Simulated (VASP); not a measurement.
Set up this calculation in VASP 6.6.1, as the native input.

```yaml
Task: relaxation of cell and atoms
Functional: PBE
Potentials_or_basis: VASP PAW PBE potentials, release 64 (Mn_pv, O)
Cutoff: 600 eV
k_mesh: 7 × 7 × 7
Occupations: fermi-dirac, width 0.05 eV
Spin: collinear spin, ferromagnetic start
Starting_moments: "[4.0, 0.0] μB"
Target_pressure: 10 GPa
Further_INCAR_settings: ALGO = Normal; EDIFF = 1e-06; IBRION = 2; EDIFFG = -0.01; NSW = 60; ISIF = 3
Target_pressure: 10 GPa
```

The structure of MnO lies in POSCAR:

```
MnO
1.0
    2.9712935166     -1.7169813801      0.0000000000
    2.9712935166      1.7169813801      0.0000000000
   -1.9846287531      0.0000000000      2.8103092467
Mn O
1 1
Direct
    0.5001990000      0.5001990000      0.5006650000
    0.7498025000      0.7498025000      0.2493360000
```

The cell comes from a database or a generator and needn't be the stable form of this composition.

The input as run:

INCAR

```
  ALGO = Normal
  EDIFF = 1E-6
  EDIFFG = -0.01
  ENCUT = 600
  GGA = PE
  IBRION = 2
  ISIF = 3
  ISMEAR = -1
  ISPIN = 2
  LASPH = True
  LCHARG = False
  LMAXMIX = 4
  LORBIT = 11
  LREAL = False
  LWAVE = False
  MAGMOM = 4 0
  NELM = 150
  NSW = 60
  PREC = Accurate
  PSTRESS = 100
  SIGMA = 0.05
```

KPOINTS

```
k-points
0
Gamma
  7 7 7
```

Potentials or basis: VASP PAW PBE potentials, release 64 (Mn_pv, O).

Run with:

```console
$ cat potpaw_PBE.64/Mn_pv/POTCAR potpaw_PBE.64/O/POTCAR > POTCAR
$ mpirun -np 1 vasp_std > vasp.out
```

Results of the run:

```
Relaxed volume                                         : 12.49 Å³/atom
Relaxed cell                                           : a = 3.278 Å, b = 3.278 Å, c = 3.285 Å, α = 119.97°, β = 119.97°, γ = 60.04°
Space group after relaxing (to 0.05 Å)                 : F-43m (No. 216)
Energy change on relaxing (the enthalpy is what falls) : +39.3 meV/atom
Ionic steps                                            : 3
Pressure after relaxing                                : 10.1 GPa
Largest force after relaxing                           : 0.003 eV/Å
Band gap on the k mesh                                 : none (metal or under the smearing width)
Net moment                                             : 4.71 μB per cell
Site moments                                           : Mn +4.21; O +0.18 μB
Valence electrons inside the program's atomic spheres  : Mn 11.49; O 5.03
```

Caveat: the cell is relaxed towards a set pressure, so the enthalpy falls and the energy may rise; a cell with one magnetic atom can't hold antiferromagnetic order, which such compounds often take; semilocal functionals often make such compounds metallic where correlation or magnetic order opens a gap, which also shifts bond lengths.

Run time: 2.8 min on 1 thread of Intel(R) Xeon(R) Platinum 8488C (Sapphire Rapids), with other jobs on the host, peak memory 0.24 GiB.
